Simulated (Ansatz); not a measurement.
**Nb under changes of volume**

One of the cells (18.922 Å³/atom); the others are scaled copies at fixed shape and fractional positions:

```
Nb
1.0
     0.00000    2.11500    2.11500
     2.11500    0.00000    2.11500
     2.11500    2.11500    0.00000
Nb
1
Direct
  0.00000 0.00000 0.00000
```

This isn't the form of Nb at room conditions, which is bcc.

- Program: Ansatz 0.2.0
- Functional: PBEsol
- Potentials or basis: all-electron LAPW, scalar-relativistic
- Cutoff: 216 eV (chosen from the basis error)
- Basis error allowed: 0.0005 eV/atom
- k mesh: 11 × 11 × 11
- Occupations: fermi-dirac, width 0.05 eV
- Spin: no spin polarisation

| volume (Å³/atom) | energy over the lowest point (meV/atom) | pressure (GPa) |
| --- | --- | --- |
| 17.786 | ? | ? |
| 18.165 | 0.00 | -0.8 |
| 18.543 | 6.18 | -4.3 |
| 18.922 | 20.20 | -7.4 |
| 19.300 | 41.29 | -10.2 |
| 19.679 | 68.71 | -12.7 |
| 20.057 | 101.79 | -15.0 |

Question: What does the run at 17.786 Å³/atom give?

Answer: Energy over the lowest point 2.48 meV/atom; pressure 3.0 GPa.

Worked out: A Birch-Murnaghan fit of order 3 (a polynomial in V^(-2/3)) to the other rows has its minimum at 18.08 Å³/atom, just outside them, with B0 = V·E''(V) = 181 GPa and B' = 4.1. It gives 2.57 meV/atom at 17.786 Å³/atom, against the run's 2.48, and -dE/dV = 3.1 GPa, against 3.0.

Energies are extrapolated to zero smearing.

The runs don't all hold the same shells in valence.
